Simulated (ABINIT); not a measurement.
## BaO (Fm-3m): G0W0 in ABINIT against the bands in the screening

How does the gap of BaO (Fm-3m) converge in the bands in the screening?

Main program and level: ABINIT 10.8.3; PBE and many-body steps on it, plane waves.

The database entry behind the starting cell differs from later determinations by our own check (about 0.7 % short), so it need not match the best structure at ambient conditions.

## Step 1: Set-up

Symmetry: Fm-3m, No. 225, cubic system. Conventional cell: a = 5.500 Å, b = 5.500 Å, c = 5.500 Å, α = 90.00°, β = 90.00°, γ = 90.00°. Nearest to Ba lie 6 O at 2.75 Å. O has 6 Ba at 2.75 Å nearest. Farther neighbours and most contacts between anions are not listed.

The cell and positions come from the Crystallography Open Database and are kept as given unless a step says otherwise. Spin-orbit coupling is left out unless a step names it.

## Step 2: Screening, 6×6×6 mesh, 16 bands, screening to 163.3 eV

This step: ABINIT 10.8.3; RPA screening on PBE, plane waves, norm-conserving pseudopotentials.

The RPA dielectric matrix is built and inverted for each q.

run.abi reads:

```
acell 3*1.0 Angstrom
rprim 
  -0.000000000000 2.750000000000 2.750000000000
  2.750000000000 -0.000000000000 2.750000000000
  2.750000000000 2.750000000000 -0.000000000000
ntypat 2
znucl 56 8
natom 2
typat 1 2
xred 
  0.000000000000 0.000000000000 0.000000000000
  0.500000000000 0.500000000000 0.500000000000
pp_dirpath "pseudos"
pseudos "Ba.upf, O.upf"
ecut 36
ngkpt 6 6 6
nshiftk 1
shiftk 0 0 0
kptopt 1
chksymbreak 0
istwfk *1
occopt 1
irdwfk 1
optdriver 3
nband 16
ecuteps 6
inclvkb 2
awtr 1
symchi 1
indata_prefix "in"
outdata_prefix "out"
tmpdata_prefix "tmp"
```

Command:

```
$ OMP_NUM_THREADS=1 mpirun -n 8 abinit run.abi > log
```

What it wrote:

```text
.Version 10.8.3 of ABINIT. v10.8.2 released Aug 2026.

 Symmetries : space group Fm -3 m (#225); Bravais cF (face-center cubic)
[... echo of the input left out ...]
== DATASET  1 ==================================================================
-   mpi_nproc: 8, omp_nthreads: 1 (-1 if OMP is not activated)

--- !DatasetInfo
iteration_state: {dtset: 1, }
dimensions: {natom: 2, nkpt: 16, mband: 16, nsppol: 1, nspinor: 1, nspden: 1, mpw: 2914, }
cutoff_energies: {ecut:  36.0, pawecutdg:  -1.0, }
electrons: {nelect:   1.60000000E+01, charge:   0.00000000E+00, occopt:   1.00000000E+00, tsmear:   1.00000000E-02, }

 SCREENING: Calculation of the susceptibility and dielectric matrices

 Based on a program developped by R.W. Godby, V. Olevano, G. Onida, and L. Reining.
 Incorporated in ABINIT by V. Olevano, G.-M. Rignanese, and M. Torrent.
.Using double precision arithmetic ; gwpc =  8

[... cell and pseudopotentials left out ...]
--------------------------------------------------------------------------------

 ==== K-mesh for the wavefunctions ====
 Number of points in the irreducible wedge :    16
[... list of points left out ...]
 Together with 48 symmetry operations and time-reversal symmetry
 yields   216 points in the full Brillouin Zone.

 ==== Q-mesh for the screening function ====
 Number of points in the irreducible wedge :    16
[... list of points left out ...]
 Together with 48 symmetry operations and time-reversal symmetry
 yields   216 points in the full Brillouin Zone.

 setmesh: FFT mesh size selected  =    27x   27x   27
          total number of points  =        19683

 vcoul_init : cutoff-mode = AUXILIARY_FUNCTION
 q-points for optical limit:   1
     1)      0.000010    0.000020    0.000030

- screening: taking advantage of time-reversal symmetry
- Maximum band index for partially occupied states nbvw = 8
- Remaining bands to be divided among processors   nbcw = 8
- Number of bands treated by each node ~1

 Number of electrons calculated from density =   16.0000; Expected =   16.0000
 average of density, n =  0.057003
 r_s =    1.6119
 omega_plasma =   23.0305 [eV]

 calculating chi0 at frequencies [eV] :
  1    0.000000E+00    0.000000E+00
  2    0.000000E+00    2.303049E+01

--------------------------------------------------------------------------------
  q-point number  1        q = ( 0.000000, 0.000000, 0.000000) [r.l.u.]
--------------------------------------------------------------------------------
[... chi0 elements left out ...]
 For q-point:  0.000010 0.000020 0.000030
  dielectric constant =   3.9197
  dielectric constant without local fields =   4.3079

  Average fulfillment of the sum rule on Im[epsilon] for q-point    1 :     17.28  [%]
[... wings left out ...]
  q-point number  2        q = ( 0.166667, 0.000000, 0.000000) [r.l.u.]
--------------------------------------------------------------------------------
[... chi0 elements left out ...]
  Average fulfillment of the sum rule on Im[epsilon] for q-point    2 :     60.09  [%]

 [... 14 further q-points ...]
```

The job ended after 7.3 s (8 MPI ranks of Intel Xeon Platinum 8488C (Sapphire Rapids), shared host; peak memory 1.2 GiB).

Numbers from this step:

* ε∞ with local fields, on this mesh, along the program's q direction: 3.920
* the same without local fields: 4.308
* plasma frequency: 23.03 eV
* plane waves in the screening matrix: 181

Local fields lower ε∞ by 9 %.

## Step 3: 16 bands

This step: G0W0 on PBE, plane waves, norm-conserving pseudopotentials.

Edit run.abi of step 2 so:

```diff
@@ -23,8 +23,17 @@
 irdwfk 1
-optdriver 3
-nband 16
+optdriver 4
+nband 75
+gwcalctyp 0
+ecutsigx 36
+symsigma 1
+nkptgw 2
+kptgw 
+  0.5000000000 0.5000000000 0.0000000000
+  0.0000000000 0.0000000000 0.0000000000
+bdgw 
+  6 10
+  6 12
 ecuteps 6
-inclvkb 2
-awtr 1
-symchi 1
+irdscr 1
+ppmodel 1
 indata_prefix "in"
```

What it wrote:

```text
.Version 10.8.3 of ABINIT. v10.8.2 released Aug 2026.

 Symmetries : space group Fm -3 m (#225); Bravais cF (face-center cubic)
[... echo of the input left out ...]
== DATASET  1 ==================================================================
-   mpi_nproc: 8, omp_nthreads: 1 (-1 if OMP is not activated)

--- !DatasetInfo
iteration_state: {dtset: 1, }
dimensions: {natom: 2, nkpt: 16, mband: 75, nsppol: 1, nspinor: 1, nspden: 1, mpw: 2914, }
cutoff_energies: {ecut:  36.0, pawecutdg:  -1.0, }
electrons: {nelect:   1.60000000E+01, charge:   0.00000000E+00, occopt:   1.00000000E+00, tsmear:   1.00000000E-02, }

 SIGMA: Calculation of the GW corrections

 Based on a program developped by R.W. Godby, V. Olevano, G. Onida, and L. Reining.
 Incorporated in ABINIT by V. Olevano, G.-M. Rignanese, and M. Torrent.
.Using double precision arithmetic ; gwpc =  8

[... cell and pseudopotentials left out ...]
--------------------------------------------------------------------------------

 ==== K-mesh for the wavefunctions ====
 Number of points in the irreducible wedge :    16
[... list of points left out ...]
 Together with 48 symmetry operations and time-reversal symmetry
 yields   216 points in the full Brillouin Zone.

 ==== Q-mesh for screening function ====
 Number of points in the irreducible wedge :    16
[... list of points left out ...]
 Together with 48 symmetry operations and time-reversal symmetry
 yields   216 points in the full Brillouin Zone.

 vcoul_init : cutoff-mode = AUXILIARY_FUNCTION
 q-points for optical limit:   1
     1)      0.000010    0.000020    0.000030
 setmesh: FFT mesh size selected  =    40x   40x   40
          total number of points  =        64000

 Number of electrons calculated from density =   16.0000; Expected =   16.0000
 average of density, n =  0.057003
 r_s =    1.6119
 omega_plasma =   23.0305 [eV]

 === KS Band Gaps ===
  >>>> For spin  1
   Minimum direct gap =   1.9384 [eV], located at k-point      :   0.5000  0.5000  0.0000
   Fundamental gap    =   1.9384 [eV], Top of valence bands at :   0.5000  0.5000  0.0000
                                       Bottom of conduction at :   0.5000  0.5000  0.0000
 SIGMA fundamental parameters:
 PLASMON POLE MODEL  1
 number of plane-waves for SigmaX                 2891
 number of plane-waves for SigmaC and W            181
 number of plane-waves for wavefunctions          2891
 number of bands                                    75
 number of independent spin polarizations            1
 number of spinorial components                      1
 number of k-points in IBZ                          16
 number of q-points in IBZ                          16
 number of symmetry operations                      48
 number of k-points in BZ                          216
 number of q-points in BZ                          216
 number of frequencies for dSigma/dE                 9
 frequency step for dSigma/dE [eV]                0.25
 number of omega for Sigma on real axis              0
 max omega for Sigma on real axis  [eV]           0.00
 zcut for avoiding poles [eV]                     0.10

 EPSILON^-1 parameters (SCR file):
 dimension of the eps^-1 matrix on file            181
 dimension of the eps^-1 matrix used               181
 number of plane-waves for wavefunctions          2891
 number of bands                                    16
 number of q-points in IBZ                          16
 number of frequencies                               2
 number of real frequencies                          1
 number of imag frequencies                          1

 matrix elements of self-energy operator (all in [eV])

 Perturbative Calculation

--- !SelfEnergy_ee
iteration_state: {dtset: 1, }
kpoint     : [   0.500,    0.500,    0.000, ]
spin       : 1
KS_gap     :    1.938
QP_gap     :    3.204
Delta_QP_KS:    1.266
data: !SigmaeeData |
     Band     E0 <VxcDFT>   SigX SigC(E0)      Z dSigC/dE  Sig(E)    E-E0       E
        6   5.561 -18.624 -23.592   4.572   0.747  -0.339 -18.920  -0.296   5.265
        7   5.561 -18.624 -23.592   4.572   0.747  -0.339 -18.920  -0.296   5.265
        8   5.775 -18.633 -23.439   4.390   0.753  -0.328 -18.946  -0.313   5.462
        9   7.713  -8.673  -4.540  -3.010   0.849  -0.178  -7.720   0.953   8.666
       10  11.860 -11.623  -6.729  -3.174   0.836  -0.196 -10.184   1.438  13.298

--- !SelfEnergy_ee
iteration_state: {dtset: 1, }
kpoint     : [   0.000,    0.000,    0.000, ]
spin       : 1
KS_gap     :    4.097
QP_gap     :    5.288
Delta_QP_KS:    1.191
data: !SigmaeeData |
     Band     E0 <VxcDFT>   SigX SigC(E0)      Z dSigC/dE  Sig(E)    E-E0       E
        6   5.336 -18.452 -23.582   4.717   0.743  -0.346 -18.758  -0.307   5.029
[...]
10  10.476  -9.827  -4.987  -3.285   0.843  -0.187  -8.517   1.310  11.786
       11  10.476  -9.827  -4.987  -3.285   0.843  -0.187  -8.517   1.310  11.786
       12  10.476  -9.827  -4.987  -3.285   0.843  -0.187  -8.517   1.310  11.786

== END DATASET(S) ==============================================================
================================================================================

 -outvars: echo values of variables after computation  --------
           etotal      0.0000000000E+00
            nband          75
             nkpt          16
          spgroup         225
 [... the other variables as echoed above ...]

 Calculation completed.
```

Run time: 7.5 s. Hardware: 8 MPI ranks; peak memory 1.8 GiB.

This step gave:

| Property | Result |
| --- | --- |
| G0W0 gap on the points computed | 3.204 eV |
| starting gap on the mesh | 1.938 eV |
| k of the valence top | 0.5, 0.5, 0 |
| k of the conduction bottom | 0.5, 0.5, 0 |
| Z at the valence top | 0.753 |
| Z at the conduction bottom | 0.849 |
| least direct G0W0 gap on the computed points | 3.204 eV |

## Step 4: Screening, 6×6×6 mesh, 23 bands, screening to 163.3 eV

This step: RPA screening on PBE, plane waves, norm-conserving pseudopotentials.

Edit run.abi of step 3 so:

```diff
@@ -23,17 +23,8 @@
 irdwfk 1
-optdriver 4
-nband 75
-gwcalctyp 0
-ecutsigx 36
-symsigma 1
-nkptgw 2
-kptgw 
-  0.5000000000 0.5000000000 0.0000000000
-  0.0000000000 0.0000000000 0.0000000000
-bdgw 
-  6 10
-  6 12
+optdriver 3
+nband 23
 ecuteps 6
-irdscr 1
-ppmodel 1
+inclvkb 2
+awtr 1
+symchi 1
 indata_prefix "in"
```

What it wrote:

```text
.Version 10.8.3 of ABINIT. v10.8.2 released Aug 2026.

 Symmetries : space group Fm -3 m (#225); Bravais cF (face-center cubic)
[... echo of the input left out ...]
== DATASET  1 ==================================================================
-   mpi_nproc: 8, omp_nthreads: 1 (-1 if OMP is not activated)

--- !DatasetInfo
iteration_state: {dtset: 1, }
dimensions: {natom: 2, nkpt: 16, mband: 23, nsppol: 1, nspinor: 1, nspden: 1, mpw: 2914, }
cutoff_energies: {ecut:  36.0, pawecutdg:  -1.0, }
electrons: {nelect:   1.60000000E+01, charge:   0.00000000E+00, occopt:   1.00000000E+00, tsmear:   1.00000000E-02, }

 SCREENING: Calculation of the susceptibility and dielectric matrices

 Based on a program developped by R.W. Godby, V. Olevano, G. Onida, and L. Reining.
 Incorporated in ABINIT by V. Olevano, G.-M. Rignanese, and M. Torrent.
.Using double precision arithmetic ; gwpc =  8

[... cell and pseudopotentials left out ...]
--------------------------------------------------------------------------------

 ==== K-mesh for the wavefunctions ====
 Number of points in the irreducible wedge :    16
[... list of points left out ...]
 Together with 48 symmetry operations and time-reversal symmetry
 yields   216 points in the full Brillouin Zone.

 ==== Q-mesh for the screening function ====
 Number of points in the irreducible wedge :    16
[... list of points left out ...]
 Together with 48 symmetry operations and time-reversal symmetry
 yields   216 points in the full Brillouin Zone.

 setmesh: FFT mesh size selected  =    27x   27x   27
          total number of points  =        19683

 vcoul_init : cutoff-mode = AUXILIARY_FUNCTION
 q-points for optical limit:   1
     1)      0.000010    0.000020    0.000030

- screening: taking advantage of time-reversal symmetry
- Maximum band index for partially occupied states nbvw = 8
- Remaining bands to be divided among processors   nbcw = 15
- Number of bands treated by each node ~1

 Number of electrons calculated from density =   16.0000; Expected =   16.0000
 average of density, n =  0.057003
 r_s =    1.6119
 omega_plasma =   23.0305 [eV]

 calculating chi0 at frequencies [eV] :
  1    0.000000E+00    0.000000E+00
  2    0.000000E+00    2.303049E+01

--------------------------------------------------------------------------------
  q-point number  1        q = ( 0.000000, 0.000000, 0.000000) [r.l.u.]
--------------------------------------------------------------------------------
[... chi0 elements left out ...]
 For q-point:  0.000010 0.000020 0.000030
  dielectric constant =   3.9853
  dielectric constant without local fields =   4.4290

  Average fulfillment of the sum rule on Im[epsilon] for q-point    1 :     30.28  [%]
[... wings left out ...]
  q-point number  2        q = ( 0.166667, 0.000000, 0.000000) [r.l.u.]
--------------------------------------------------------------------------------
[... chi0 elements left out ...]
  Average fulfillment of the sum rule on Im[epsilon] for q-point    2 :     70.66  [%]

 [... 14 further q-points ...]
```

The job ended after 12 s (8 MPI ranks; peak memory 1.3 GiB).

Numbers from this step:

| Item | Value |
| --- | --- |
| ε∞ with local fields, on this mesh, along the program's q direction | 3.985 |
| the same without local fields | 4.429 |
| plasma frequency | 23.03 eV |
| plane waves in the screening matrix | 181 |

## Step 5: 23 bands

The self-energy is evaluated for the states that the input lists, and the levels follow from it, in one-shot runs by the linearised quasiparticle equation.

This step: G0W0 on PBE, plane waves, norm-conserving pseudopotentials.

Edit run.abi of step 4 so:

```diff
@@ -23,8 +23,17 @@
 irdwfk 1
-optdriver 3
-nband 23
+optdriver 4
+nband 75
+gwcalctyp 0
+ecutsigx 36
+symsigma 1
+nkptgw 2
+kptgw 
+  0.5000000000 0.5000000000 0.0000000000
+  0.0000000000 0.0000000000 0.0000000000
+bdgw 
+  6 10
+  6 12
 ecuteps 6
-inclvkb 2
-awtr 1
-symchi 1
+irdscr 1
+ppmodel 1
 indata_prefix "in"
```

What it wrote:

```text
.Version 10.8.3 of ABINIT. v10.8.2 released Aug 2026.

 Symmetries : space group Fm -3 m (#225); Bravais cF (face-center cubic)
[... echo of the input left out ...]
== DATASET  1 ==================================================================
-   mpi_nproc: 8, omp_nthreads: 1 (-1 if OMP is not activated)

--- !DatasetInfo
iteration_state: {dtset: 1, }
dimensions: {natom: 2, nkpt: 16, mband: 75, nsppol: 1, nspinor: 1, nspden: 1, mpw: 2914, }
cutoff_energies: {ecut:  36.0, pawecutdg:  -1.0, }
electrons: {nelect:   1.60000000E+01, charge:   0.00000000E+00, occopt:   1.00000000E+00, tsmear:   1.00000000E-02, }

 SIGMA: Calculation of the GW corrections

 Based on a program developped by R.W. Godby, V. Olevano, G. Onida, and L. Reining.
 Incorporated in ABINIT by V. Olevano, G.-M. Rignanese, and M. Torrent.
.Using double precision arithmetic ; gwpc =  8

[... cell and pseudopotentials left out ...]
--------------------------------------------------------------------------------

 ==== K-mesh for the wavefunctions ====
 Number of points in the irreducible wedge :    16
[... list of points left out ...]
 Together with 48 symmetry operations and time-reversal symmetry
 yields   216 points in the full Brillouin Zone.

 ==== Q-mesh for screening function ====
 Number of points in the irreducible wedge :    16
[... list of points left out ...]
 Together with 48 symmetry operations and time-reversal symmetry
 yields   216 points in the full Brillouin Zone.

 vcoul_init : cutoff-mode = AUXILIARY_FUNCTION
 q-points for optical limit:   1
     1)      0.000010    0.000020    0.000030
 setmesh: FFT mesh size selected  =    40x   40x   40
          total number of points  =        64000

 Number of electrons calculated from density =   16.0000; Expected =   16.0000
[...]
number of omega for Sigma on real axis              0
 max omega for Sigma on real axis  [eV]           0.00
 zcut for avoiding poles [eV]                     0.10

 EPSILON^-1 parameters (SCR file):
 dimension of the eps^-1 matrix on file            181
 dimension of the eps^-1 matrix used               181
 number of plane-waves for wavefunctions          2891
 number of bands                                    23
 number of q-points in IBZ                          16
 number of frequencies                               2
 number of real frequencies                          1
 number of imag frequencies                          1

 matrix elements of self-energy operator (all in [eV])

 Perturbative Calculation

--- !SelfEnergy_ee
iteration_state: {dtset: 1, }
kpoint     : [   0.500,    0.500,    0.000, ]
spin       : 1
KS_gap     :    1.938
QP_gap     :    3.012
Delta_QP_KS:    1.073
data: !SigmaeeData |
     Band     E0 <VxcDFT>   SigX SigC(E0)      Z dSigC/dE  Sig(E)    E-E0       E
        6   5.561 -18.624 -23.592   4.523   0.761  -0.315 -18.963  -0.339   5.222
        7   5.561 -18.624 -23.592   4.523   0.761  -0.315 -18.963  -0.339   5.222
        8   5.775 -18.633 -23.439   4.351   0.765  -0.306 -18.982  -0.348   5.426
[...]
--- !SelfEnergy_ee
iteration_state: {dtset: 1, }
kpoint     : [   0.000,    0.000,    0.000, ]
spin       : 1
KS_gap     :    4.097
QP_gap     :    5.135
Delta_QP_KS:    1.038
data: !SigmaeeData |
     Band     E0 <VxcDFT>   SigX SigC(E0)      Z dSigC/dE  Sig(E)    E-E0       E
[...]
11  10.476  -9.827  -4.987  -3.583   0.843  -0.187  -8.768   1.059  11.535
       12  10.476  -9.827  -4.987  -3.583   0.843  -0.187  -8.768   1.059  11.535

== END DATASET(S) ==============================================================
================================================================================

 -outvars: echo values of variables after computation  --------
           etotal      0.0000000000E+00
            nband          75
             nkpt          16
          spgroup         225
 [... the other variables as echoed above ...]

 Calculation completed.
```

Wall time 7 s (8 MPI ranks); peak memory 1.6 GiB; 54 s of CPU time.

This step gave:

* G0W0 gap on the points computed: 3.012 eV
* starting gap on the mesh: 1.938 eV
* k of the valence top: 0.5, 0.5, 0
* k of the conduction bottom: 0.5, 0.5, 0
* Z at the valence top: 0.765
* Z at the conduction bottom: 0.849
* least direct G0W0 gap on the computed points: 3.012 eV

The gap on the mesh goes from 1.94 eV to 3.01 eV, a correction of +1.07 eV.

(Continued in part 2 of 2.)

[Paths, hosts, dates, memory and timing lines, banners, echoed tables and standing remarks are left out of the program output.]

[Logs are printed without paths, hosts, clocks, repeated set-up lines and the standing remarks that a program may print on its own settings, such as how far it seeks lower states.]

[Runs of the session that timed out or met a known fault of the program may be left out.]

[Hosts, paths, dates, database ids (printed as entryN), source tags and the programs' standing remarks are cut or masked in the printed files.]

[G0W0 gaps are taken among the corrected bands and points alone; a level outside them can change the order at an edge.]

[Where Ansatz stands beside ABINIT at settings called matched, ABINIT's density can come from a denser mesh and the files from another edition; pairs whose starting gaps differed by over 0.03 eV were left out, so agreement reads better than it is.]
